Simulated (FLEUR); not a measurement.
## SnSe2: band structure with LDA (Perdew-Zunger)

The system is SnSe2.

```
CELL_PARAMETERS angstrom
3.81100 0.00000 0.00000
-1.90550 3.30042 0.00000
0.00000 0.00000 6.13600
ATOMIC_POSITIONS crystal
Sn 0.00000 0.00000 0.00000
Se 0.66667 0.33333 0.75100
Se 0.33333 0.66667 0.24900
```

* Program: FLEUR MaX-R8.1 (later development tree)
* Task: band structure
* Functional: LDA (Perdew-Zunger)
* Potentials or basis: all-electron
* Basis: FLAPW
* Kmax: 4.3 1/bohr
* k mesh: 8 × 8 × 5
* Occupations: fermi-dirac, width 0.05 eV
* Spin: no spin polarisation
* Gmax: 13.3 1/bohr
* Muffin-tin radii: Sn 2.41, Se 2.28 bohr
* lmax: Sn 10, Se 9
* Local orbitals a species: Sn 5, Se 4
* Max iterations: 60
* Mixing factor: 0.05
* Mixer: Anderson
* Mixer history: 15
* Density convergence: 1e-05 me/bohr^3

```
Band gap on the k mesh                                : 0.67 eV, indirect (least direct gap 0.88 eV)
Band gap along the path                               : 0.61 eV, indirect (least direct gap 0.88 eV)
Valence electrons inside the program's atomic spheres : Sn 19.66; Se 14.14 (radii Sn 2.41, Se 2.28 bohr)
```

Levels at the corners of the path, in eV from the valence-band top:
| point | band 24 | band 25 | band 26 | band 27 | band 28 | band 29 | band 30 | band 31 |
| --- | --- | --- | --- | --- | --- | --- | --- | --- |
| Γ | -0.75 | -0.42 | -0.42 | -0.05 | 0.83 | 2.75 | 4.50 | 4.50 |
| M | -2.98 | -2.74 | -1.29 | -0.34 | 1.01 | 3.60 | 5.29 | 5.34 |
| K | -3.78 | -3.42 | -1.60 | -1.60 | 1.25 | 6.51 | 6.51 | 7.07 |
| Γ | -0.75 | -0.42 | -0.42 | -0.05 | 0.83 | 2.75 | 4.50 | 4.50 |
| A | -0.84 | -0.84 | -0.27 | -0.27 | 2.28 | 2.71 | 4.22 | 4.22 |
| L | -2.57 | -2.06 | -0.90 | -0.74 | 0.70 | 4.06 | 4.67 | 5.75 |
| H | -4.29 | -3.80 | -0.41 | -0.41 | 2.40 | 4.56 | 4.56 | 6.06 |
| A | -0.84 | -0.84 | -0.27 | -0.27 | 2.28 | 2.71 | 4.22 | 4.22 |
| L | -2.57 | -2.06 | -0.90 | -0.74 | 0.70 | 4.06 | 4.67 | 5.75 |
| M | -2.98 | -2.74 | -1.29 | -0.34 | 1.01 | 3.60 | 5.29 | 5.34 |
| K | -3.78 | -3.42 | -1.60 | -1.60 | 1.25 | 6.51 | 6.51 | 7.07 |
| H | -4.29 | -3.80 | -0.41 | -0.41 | 2.40 | 4.56 | 4.56 | 6.06 |

Core levels (eV from the Fermi level):
| atom | levels |
| --- | --- |
| 1 Sn | 1s1/2 -28957.2, 2s1/2 -4367.4, 2p1/2 -4081.5, 2p3/2 -3851.2, 3s1/2 -838.7, 3p1/2 -722.4, 3p3/2 -680.3, 3d3/2 -474.0, 3d5/2 -465.3 |
| 2 Se | 1s1/2 -12473.4, 2s1/2 -1597.8, 2p1/2 -1434.2, 2p3/2 -1392.5, 3s1/2 -206.4, 3p1/2 -150.5, 3p3/2 -144.6 |
| 3 Se | 1s1/2 -12473.4, 2s1/2 -1597.8, 2p1/2 -1434.2, 2p3/2 -1392.5, 3s1/2 -206.4, 3p1/2 -150.5, 3p3/2 -144.6 |

Run time: 2.4 min on 1 thread of Arm Neoverse V1, with other jobs on the host, peak memory 0.09 GiB.

Caveat: spin-orbit coupling is left out, which moves the levels of the heavy elements.
